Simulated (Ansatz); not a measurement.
The calculation used DFT PBE, scalar-relativistic, plane waves, PAW in Ansatz 0.2.0. All cells share a 420 eV cutoff and Γ-centred k meshes spaced about 0.3 Å⁻¹ or finer (0.25 for metals, 2π included). No spin polarisation in the final relaxations.

These are static total energies at zero pressure. All come from trial cells, and lower structures may exist.

Question: These unrelaxed guesses for Hf5C3 are each relaxed within their symmetry. Order them by the energy at which they end, lowest first.
1.

Space group R-3m:H (No. 166). a = 3.320 Å, b = 3.320 Å, c = 40.900 Å, α = 90.00°, β = 90.00°, γ = 120.00°
| atom | site | symmetry | x | y | z |
| --- | --- | --- | --- | --- | --- |
| Hf | 6c | 3m | 0.6667 | 0.3333 | 0.1333 |
| Hf | 3a | -3m | 0.0000 | 0.0000 | 0.0000 |
| Hf | 6c | 3m | 0.3333 | 0.6667 | 0.0667 |
| C | 3b | -3m | 0.3333 | 0.6667 | 0.1667 |
| C | 6c | 3m | 0.0000 | 0.0000 | 0.3000 |

2.

Space group C2/m (No. 12). a = 10.522 Å, b = 4.705 Å, c = 7.439 Å, α = 90.00°, β = 135.00°, γ = 90.00°
```tsv
atom	site	symmetry	x	y	z
Hf	4i	m	0.2000	0.5000	0.6000
Hf	4i	m	0.9000	0.0000	0.2000
Hf	2b	2/m	0.0000	0.5000	0.0000
C	4i	m	0.8000	0.0000	0.4000
C	2a	2/m	0.0000	0.0000	0.0000
```

Answer: 1 (ends in R-3m, 0 meV/atom), 2 (ends in C2/m, 34 meV/atom).

These runs have no spin–orbit coupling, which can matter for Hf. Cells relaxed within their symmetry can be saddle points. Some types were kept out of the candidates beforehand, so the set may lack a known form.
